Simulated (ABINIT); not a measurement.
A run of ABINIT 10.8.3 (patched build) is set up as follows.

Contents of run.abi:

```
pp_dirpath "./"
pseudos "Ga.GGA_PBE-JTH.xml, N.GGA_PBE-JTH.xml"

acell 6.0224269985 6.0224269985 6.0224269985
rprim
     0.0000000000     0.7071067812     0.7071067812
     0.7071067812     0.0000000000     0.7071067812
     0.7071067812     0.7071067812     0.0000000000
ntypat 2
znucl 31 7
natom 2
typat 1 2
xcart
     0.0000000000     0.0000000000     0.0000000000
     2.1292494849     2.1292494849     2.1292494849

ecut 31.0
pawecutdg 53.0
pawxcdev 0

kptopt 1
ngkpt 10 10 10
nshiftk 1
shiftk 0.0 0.0 0.0

ixc -106131

nband 13
occopt 3
tsmear 0.05 eV

nstep 100
tolvrs 1.0e-9

iomode 3
prtwf 0
prtden 0
prteig 0
prtebands 0
enunit 1
```

Potentials or basis: JTH PAW PBE v2.0.

Command:

```console
$ abinit run.abi > log 2>&1
```

Task: Predict the band gap on the k mesh.

Result: 1.84 eV, direct.

Task: Predict the pressure.

Result: 10.8 GPa.

Caveat: the PAW data sets were made with another functional, which shifts forces and pressure a little.

**The experiment to reproduce.**

A printed reference work, textbook reports, for a bulk crystal of GaN at 0 K: band gap 3.299 eV (direct).

Against the measured gap of GaN, 3.299 eV (direct; 0 K; a printed reference work, textbook), the calculated 1.84 eV is off by -1.46 eV. Spin-orbit coupling on Ga is left out. The value is that of BLYP, without temperature or zero-point motion. Semilocal functionals fall short of measured gaps as a rule. The cell is a database's relaxed one, not the measured one, which moves gaps too.
